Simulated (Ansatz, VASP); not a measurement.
# ZnO (zincite) in two plane-wave programs, part 2 of 2

One calculation is typed for both programs; each brings its own data sets and cutoff. How far apart do they land? The cell is taken from a series of VASP runs on this material, whose earlier steps may have relaxed, scaled or displaced it; both programs get it as it stands.

VASP 6.6.1 and Ansatz 0.2.0.

So far. Step 2 (VASP: single point, PBE): The run ends at a pressure of 0.04 GPa, with forces up to 0.0087 eV/Å. Step 3 (Ansatz: single point, PBE): The run ends at a pressure of -0.90 GPa, with forces up to 0.0066 eV/Å.

**6. VASP: band structure, PBE**

Level of this step: PBE; plane waves and PAW (Zn, O) (VASP).

The same cell, functional, mesh and smearing now go to VASP, with its own data sets and cutoff.

INCAR reads:

```
SYSTEM = ZnO
PREC = Accurate
ENCUT = 520
EDIFF = 1E-06
NELM = 100
ISMEAR = 0
SIGMA = 0.05
LREAL = .FALSE.
ALGO = Normal
GGA = PE
NBANDS = 32
LORBIT = 11
LWAVE = .FALSE.
LCHARG = .FALSE.
KPAR = 4
```

POSCAR reads:

```
ZnO
1.0
    3.2885064752      0.0000000000      0.0000000000
   -1.6442532376      2.8479301480      0.0000000000
    0.0000000000      0.0000000000      5.3018776255
Zn O
2 2
Direct
    0.3333333333      0.6666666667      0.4996979181
    0.6666666667      0.3333333333      0.9996979181
    0.6666666667      0.3333333333      0.3793120819
    0.3333333333      0.6666666667      0.8793120819
```

KPOINTS reads:

```
Automatic mesh
0
Gamma
8 8 4
0 0 0
```

KPOINTS_OPT reads:

```
Line mode
16
Line-mode
Reciprocal
  0.00000000   0.00000000   0.00000000 GAMMA
  0.50000000   0.00000000   0.00000000 M

  0.50000000   0.00000000   0.00000000 M
  0.33333333   0.33333333   0.00000000 K

  0.33333333   0.33333333   0.00000000 K
  0.00000000   0.00000000   0.00000000 GAMMA

  0.00000000   0.00000000   0.00000000 GAMMA
  0.00000000   0.00000000   0.50000000 A

  0.00000000   0.00000000   0.50000000 A
  0.50000000   0.00000000   0.50000000 L

  0.50000000   0.00000000   0.50000000 L
  0.33333333   0.33333333   0.50000000 H

  0.33333333   0.33333333   0.50000000 H
  0.00000000   0.00000000   0.50000000 A

  0.50000000   0.00000000   0.50000000 L
  0.50000000   0.00000000   0.00000000 M

  0.33333333   0.33333333   0.00000000 K
  0.33333333   0.33333333   0.50000000 H
```

Potentials, in the order of the species: Zn and O (PBE family, release 64).

The run is started by

```sh
$ mpirun -np 4 vasp_std
```

Numbers of over 12 decimals in the logs are rounded to 6 here.

What it wrote:

```text
[banner, memory and clock lines left out]
running    4 mpi-ranks, on    1 nodes
[...]
LDA part: xc-table for (Slater+PW92), standard interpolation
 POSCAR, INCAR and KPOINTS ok, starting setup
[...]
entering main loop
       N       E                     dE             d eps       ncg     rms          rms(c)
DAV:   1     0.309882699828E+03    0.30988E+03   -0.16948E+04  2000   0.161E+03
DAV:   2     0.145544704683E+02   -0.29533E+03   -0.26630E+03  1936   0.382E+02
DAV:   3    -0.204486526013E+02   -0.35003E+02   -0.34491E+02  2320   0.122E+02
DAV:   4    -0.211051513232E+02   -0.65650E+00   -0.65602E+00  2056   0.177E+01
[...]
DAV:  13    -0.178579015179E+02   -0.62975E-05   -0.33978E-05  2120   0.948E-02    0.125E-02
DAV:  14    -0.178579005076E+02    0.10103E-05   -0.11476E-05  2240   0.246E-02    0.160E-03
DAV:  15    -0.178579003539E+02    0.15373E-06   -0.37858E-07  1344   0.449E-03
   1 F= -.17857900E+02 E0= -.17857900E+02  d E =-.570081E-14
 Start KPOINTS_OPT (optional k-point list driver)
k-point batch [1-30\144]
       N       E                     dE             ncg
DAV:   1     0.457709095839E+04   -0.25216E+05     2024
DAV:   2    -0.382056867556E+04   -0.83977E+04     1936
DAV:   3    -0.477289372778E+04   -0.95233E+03     2272
DAV:   4    -0.479121687330E+04   -0.18323E+02     2104
DAV:   5    -0.479127811452E+04   -0.61241E-01     2320
DAV:   6    -0.479127846136E+04   -0.34684E-03     2112
DAV:   7    -0.479127846423E+04   -0.28713E-05     2048
DAV:   8    -0.479127846429E+04   -0.63549E-07     1432
[...]
k-point batch [121-144\144]
       N       E                     dE             ncg
DAV:   1     0.120095811887E+05   -0.30830E+05     1592
DAV:   2     0.513934545034E+04   -0.68702E+04     1544
DAV:   3     0.436195202787E+04   -0.77739E+03     1808
DAV:   4     0.434765503283E+04   -0.14297E+02     1680
DAV:   5     0.434760922759E+04   -0.45805E-01     1848
DAV:   6     0.434760895695E+04   -0.27065E-03     1680
DAV:   7     0.434760895466E+04   -0.22899E-05     1624
DAV:   8     0.434760895461E+04   -0.46242E-07     1192
```

OUTCAR, selected parts (step 6):

```text
  Total       -0.0028739     -0.0028739      0.0053837      0.0000000     -0.0000000      0.0000000
  in kB       -0.0927308     -0.0927308      0.1737136      0.0000000     -0.0000000      0.0000000
  external PRESSURE =      -0.0039160 kB  Pullay stress =       0.0000000 kB

 POSITION                                       TOTAL-FORCE (eV/Angst)
 -----------------------------------------------------------------------------------
     -0.00000      1.89862      2.64934        -0.000000     -0.000000      0.008714
      1.64425      0.94931      5.30028         0.000000      0.000000      0.008714
      1.64425      0.94931      2.01107         0.000000      0.000000     -0.008714
     -0.00000      1.89862      4.66201        -0.000000     -0.000000     -0.008714
 -----------------------------------------------------------------------------------
    total drift:                               -0.000001     -0.000001     -0.000729

  FREE ENERGIE OF THE ION-ELECTRON SYSTEM (eV)
  ---------------------------------------------------
  free  energy   TOTEN  =       -17.8579003539 eV

  energy  without entropy=      -17.8579003539  energy(sigma->0) =      -17.85790035

[... 1 part as in an earlier step ...]

[... 2 further parts left out ...]
[key lines of the parts left out:]
E-fermi :   1.0823
```

The run ends at a pressure of 0.00 GPa, with forces up to 0.0087 eV/Å.

**7. Comparison**

The two programs side by side:

| quantity | Ansatz | VASP | difference |
| --- | --- | --- | --- |
| pressure (GPa) | -0.90 | 0.00 | -0.90 |
| pressure without Ansatz's Pulay correction (GPa) | -1.60 | 0.00 | -1.60 |
| gap over the path points (eV) | 0.735 | 0.717 | +0.018 |

Levels at points of the path, from each program's valence-band top (eV; 4 filled, then empty):

| k (reciprocal lattice) | Ansatz | VASP |
| --- | --- | --- |
| 0.000 0.000 0.000 | -0.74 -0.08 0.00 0.00 0.73 5.08 8.06 | -0.74 -0.08 0.00 0.00 0.72 5.06 8.05 |
| 0.133 0.000 0.000 | -0.96 -0.86 -0.19 -0.12 1.83 5.75 8.07 | -0.96 -0.87 -0.19 -0.12 1.82 5.73 8.06 |
| 0.300 0.000 0.000 | -2.02 -1.61 -0.65 -0.49 3.76 7.19 7.98 | -2.02 -1.62 -0.65 -0.50 3.75 7.17 7.97 |
| 0.467 0.000 0.000 | -2.69 -2.10 -1.19 -0.78 5.50 6.92 7.54 | -2.69 -2.11 -1.19 -0.78 5.48 6.91 7.52 |
| 0.467 0.067 0.000 | -2.71 -2.19 -1.25 -0.86 5.73 6.94 7.56 | -2.72 -2.19 -1.26 -0.86 5.71 6.92 7.54 |
| 0.411 0.178 0.000 | -3.04 -2.25 -1.48 -1.18 6.34 7.42 7.63 | -3.05 -2.25 -1.48 -1.18 6.32 7.41 7.61 |
| 0.356 0.289 0.000 | -3.38 -1.97 -1.71 -1.56 7.15 7.64 7.68 | -3.38 -1.98 -1.71 -1.57 7.13 7.62 7.66 |
| 0.289 0.289 0.000 | -3.18 -2.21 -1.49 -1.47 6.62 7.64 8.01 | -3.18 -2.22 -1.50 -1.48 6.61 7.62 8.00 |
| 0.178 0.178 0.000 | -2.37 -1.77 -0.70 -0.65 3.98 7.32 8.27 | -2.37 -1.77 -0.70 -0.65 3.97 7.30 8.25 |
| 0.067 0.067 0.000 | -0.98 -0.69 -0.16 -0.10 1.64 5.60 8.07 | -0.98 -0.69 -0.16 -0.10 1.63 5.58 8.06 |

At this near-relaxed geometry the largest component of a force difference is 2 meV/Å. Among the levels compared at these points, filled levels agree within 7 meV and empty ones within 26 meV. Ansatz's pressure holds a Pulay correction of 0.70 GPa; VASP's holds none.

**8. Summary of results**

```json
{
 "difference in gap on the k mesh (single point, PBE)": "0.018 eV",
 "difference in pressure (single point, PBE)": "-0.93 GPa",
 "difference in gap over the path points (band structure, PBE)": "0.018 eV",
 "difference in pressure (band structure, PBE)": "-0.90 GPa"
}
```

In words: The difference in pressure is -0.93 GPa (single point, PBE), within the 1 GPa picked in this series as the mark of a large difference. Such differences can come from data sets, numerical settings and the points named under the comparisons, not from the functional's error against experiment.

[Lines on the potential files, build, host, timing and source positions are cut from VASP's logs without a mark.]

[Logs are printed without paths, hosts, clocks, repeated set-up lines and the standing remarks that a program may print on its own settings, such as how far it seeks lower states.]

[Hosts, paths, dates, database ids (printed as entryN), source tags and the programs' standing remarks are cut or masked in the printed files.]
